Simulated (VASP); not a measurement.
# Settings for RbBr: equation of state

RbBr, Fm-3m (no. 225), 2 atoms in the cell. MS2; PAW potentials Rb_sv_GW, Br_GW (PBE set). VASP 6.6.1.

Wanted: equilibrium volume within 0.5 %; bulk modulus within 2.5 %.

What the run is for: choice of potentials; Accuracy asked: standard; Volumes (times the given one): 0.91, 0.94, 0.97, 1, 1.03, 1.06, 1.09.

## Potentials and cutoff

| Potentials and cutoff | Equilibrium volume (Å³/atom) | Bulk modulus (GPa) | Time (s) |
|---|---|---|---|
| Rb_sv_GW Br_GW, ENCUT 450 | 41.09 | 13.86 | 685 |
| Rb_sv Br, ENCUT 450 | 41.84 | 13.58 | 491 |
| Rb_pv Br, ENCUT 450 | 41.7 | 15.61 | 493 |

Chosen: Rb_sv_GW Br_GW, ENCUT 450; no other choice that stays within the tolerance saves 30 % of the time.

The chosen settings are those of the reference run.

## The input

INCAR:
```
ALGO     = Normal         # electronic algorithm
EDIFF    = 1E-7           # SCF threshold, eV
EFERMI   = MIDGAP       
ENCUT    = 450            # plane-wave cutoff, eV
GGA_COMPAT= False        
ISIF     = 2              # what is computed and relaxed
ISMEAR   = 0              # smearing method
LASPH    = True           # aspherical terms in the spheres
LCHARG   = False          # write CHGCAR
LMIXTAU  = True         
LREAL    = False          # projectors in reciprocal space
LWAVE    = False          # write WAVECAR
METAGGA  = MS2            # meta-GGA
NELM     = 120            # most SCF steps
NSW      = 0              # ionic steps
PREC     = Accurate       # precision mode
SIGMA    = 0.03           # smearing width, eV
```

KPOINTS:
```
k-points
0
Gamma
  6 6 6
```

POSCAR.step1:
```
RbBr
1.0
    0.0000000000      3.3209415753      3.3209415753
    3.3209415753      0.0000000000      3.3209415753
    3.3209415753      3.3209415753      0.0000000000
Rb Br
1 1
Direct
    0.0000000000      0.0000000000      0.0000000000
    0.5000000000      0.5000000000      0.5000000000
```

POSCAR.step2:
```
RbBr
1.0
    0.0000000000      3.3570415946      3.3570415946
    3.3570415946      0.0000000000      3.3570415946
    3.3570415946      3.3570415946      0.0000000000
Rb Br
1 1
Direct
    0.0000000000      0.0000000000      0.0000000000
    0.5000000000      0.5000000000      0.5000000000
```

POSCAR.step3:
```
RbBr
1.0
    0.0000000000      3.3923814715      3.3923814715
    3.3923814715      0.0000000000      3.3923814715
    3.3923814715      3.3923814715      0.0000000000
Rb Br
1 1
Direct
    0.0000000000      0.0000000000      0.0000000000
    0.5000000000      0.5000000000      0.5000000000
```

POSCAR.step4:
```
RbBr
1.0
    0.0000000000      3.4270000000      3.4270000000
    3.4270000000      0.0000000000      3.4270000000
    3.4270000000      3.4270000000      0.0000000000
Rb Br
1 1
Direct
    0.0000000000      0.0000000000      0.0000000000
    0.5000000000      0.5000000000      0.5000000000
```

POSCAR.step5:
```
RbBr
1.0
    0.0000000000      3.4609328999      3.4609328999
    3.4609328999      0.0000000000      3.4609328999
    3.4609328999      3.4609328999      0.0000000000
Rb Br
1 1
Direct
    0.0000000000      0.0000000000      0.0000000000
    0.5000000000      0.5000000000      0.5000000000
```

POSCAR.step6:
```
RbBr
1.0
    0.0000000000      3.4942131424      3.4942131424
    3.4942131424      0.0000000000      3.4942131424
    3.4942131424      3.4942131424      0.0000000000
Rb Br
1 1
Direct
    0.0000000000      0.0000000000      0.0000000000
    0.5000000000      0.5000000000      0.5000000000
```

POSCAR.step7:
```
RbBr
1.0
    0.0000000000      3.5268712329      3.5268712329
    3.5268712329      0.0000000000      3.5268712329
    3.5268712329      3.5268712329      0.0000000000
Rb Br
1 1
Direct
    0.0000000000      0.0000000000      0.0000000000
    0.5000000000      0.5000000000      0.5000000000
```

Commands (each step's output is kept before the next begins):
```
cat potpaw_PBE.64/Rb_sv_GW/POTCAR potpaw_PBE.64/Br_GW/POTCAR > POTCAR
cp POSCAR.step1 POSCAR
mpirun -np 1 vasp_std > vasp.out
cp POSCAR.step2 POSCAR
mpirun -np 1 vasp_std > vasp.out
cp POSCAR.step3 POSCAR
mpirun -np 1 vasp_std > vasp.out
cp POSCAR.step4 POSCAR
mpirun -np 1 vasp_std > vasp.out
cp POSCAR.step5 POSCAR
mpirun -np 1 vasp_std > vasp.out
cp POSCAR.step6 POSCAR
mpirun -np 1 vasp_std > vasp.out
cp POSCAR.step7 POSCAR
mpirun -np 1 vasp_std > vasp.out
```

Limits: Total energies under different potentials can't be compared; the cell and the gap can.

The chosen input took VASP 6.6.1 685 s on 1 core (AMD EPYC 9R45 (Zen 5)), a shared host.
